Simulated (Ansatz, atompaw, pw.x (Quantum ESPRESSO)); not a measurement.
# magnesium: one change to the PAW (atompaw) potential, in the atom and in the fcc crystal

atompaw 4.2.0.5 input, output lines left out:

```
Mg 12
GGA-PBE scalarrelativistic loggrid 1500 logderivrange -2 5 176
3 3 0 0 0 0
3 1 0
0 0 0
c
c
v
c
v
1
3.00 2.90 2.20 2.85
y
0.5
n
y
0.6
n
custom polynom vanderbiltortho besselshape
bessel
3.00
2.10
3.00
3.00
```

Change: local potential bessel scheme, radius 1.30 bohr.

Cutoffs, loose and tight: the cutoffs (Ry, on a coarse ladder) from which the occupation-weighted sum of valence levels, in a spherical-Bessel basis at the reference potential, stays within 10 and 1 mRy of its value at 400 Ry. They see the waves and projectors alone, not the compensation charge or the core.

Crystal test: fcc Mg in pw.x 7.5, no spin, 13³ k-points, Fermi–Dirac smearing 0.01 Ry, cutoffs set for each file from its atomic test. The reference is all-electron LAPW (Ansatz 0.2.0) with the same functional, mesh and smearing; V0 and B0 come from Birch–Murnaghan fits to the pressures at five volumes. Errors are pseudo minus all-electron; Δ is the rms difference of the E(V) curves that follow from these fits, minima aligned, over ±6 % about the mean V0. Mesh and smearing are coarse, so the numbers serve the comparison and aren't converged zero-temperature values; the lattice is a test structure that the element need not adopt.

All-electron: a0 = 4.524 Å (V0 = 23.15 Å³/atom), B0 = 35.0 GPa.

Question: Does the change bring the crystal closer to the all-electron result?

Answer: The mean pressure error goes from +1.02 to +0.29 GPa, so the change moves the solid closer to the all-electron pressures.

| quantity | base | changed |
| --- | --- | --- |
| outcome (atom) | generated | generated |
| cutoff, loose (atom) | 6 Ry | 6 Ry |
| cutoff, tight (atom) | 6 Ry | 6 Ry |
| bound ghosts (atom) | none | none |
| cutoffs in pw.x (Ry) | 40/400 | 40/400 |
| a0 (Å) | 4.567 | 4.537 |
| a0 error (%) | +0.94 | +0.27 |
| B0 error (%) | -1.8 | -0.1 |
| Δ (meV/atom) | 5.0 | 1.5 |
| mean pressure error (GPa) | +1.02 | +0.29 |

Base: This is a poor potential for the solid. The atomic cutoffs weigh occupied waves only.
